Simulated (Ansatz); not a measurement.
The cell is diamond C; cell and atoms were relaxed with r2SCAN. It is cubic, Fd-3m (No. 227); conventional cell a = 3.560 Å, 5.64 Å³ an atom. Around C lie 4 C at 1.54 Å.

```
C
1.0
     0.00000    1.78012    1.78012
     1.78012    0.00000    1.78012
     1.78012    1.78012    0.00000
C
2
Direct
  0.00000 0.00000 0.00000
  0.25000 0.25000 0.25000
```

5 runs of Ansatz 0.2.0 on this cell differ in the functional (and in the settings that go with it). Levels are in eV from each run's valence top; v1 is the last filled band, c1 the first empty one.

Run A, mean stress -10.8 GPa (compression positive):
```
point     v2     v1    c1     c2
    Γ   0.00   0.00  5.55   5.55
    X  -6.33  -6.33  4.73   4.73
    U  -9.42  -5.39  5.64  10.69
    L  -2.81  -2.81  8.41   8.41
```

Run B, mean stress +4.2 GPa (compression positive):
```
point     v2     v1    c1     c2
    Γ   0.00   0.00  5.61   5.61
    X  -6.34  -6.34  4.78   4.78
    U  -9.37  -5.40  5.70  10.78
    L  -2.82  -2.82  8.49   8.49
```

Run C, mean stress -5.8 GPa (compression positive):
```
point      v2     v1     c1     c2
    Γ    0.00   0.00   7.72   7.72
    X   -6.95  -6.95   6.68   6.68
    U  -10.23  -5.92   7.67  13.18
    L   -3.11  -3.11  10.81  10.81
```

Run D, mean stress -5.7 GPa (compression positive):
```
point      v2     v1     c1     c2
    Γ    0.00   0.00   6.99   6.99
    X   -6.91  -6.91   5.93   5.93
    U  -10.17  -5.89   6.91  12.41
    L   -3.08  -3.08  10.05  10.05
```

Run E, mean stress 0.0 GPa (compression positive):
```
point     v2     v1    c1     c2
    Γ   0.00   0.00  5.90   5.90
    X  -6.68  -6.68  5.03   5.03
    U  -9.78  -5.69  6.00  11.37
    L  -2.98  -2.98  8.94   8.94
```

Task: Match the runs to LDA, PBE, r2SCAN, HSE06, PBE0.

Result: A is LDA, B is PBE, C is PBE0, D is HSE06, E is r2SCAN. In order of the gap: LDA 4.11, PBE 4.15, r2SCAN 4.36, HSE06 5.30, PBE0 6.05 eV. The stress vanishes for r2SCAN, which relaxed the cell.

Spin-unpolarised throughout; all numbers are computed.

The program warns that its thresholds are loose for a hybrid's stress.

The meshes of the hybrids are coarse, so their gaps aren't converged to the digits shown.
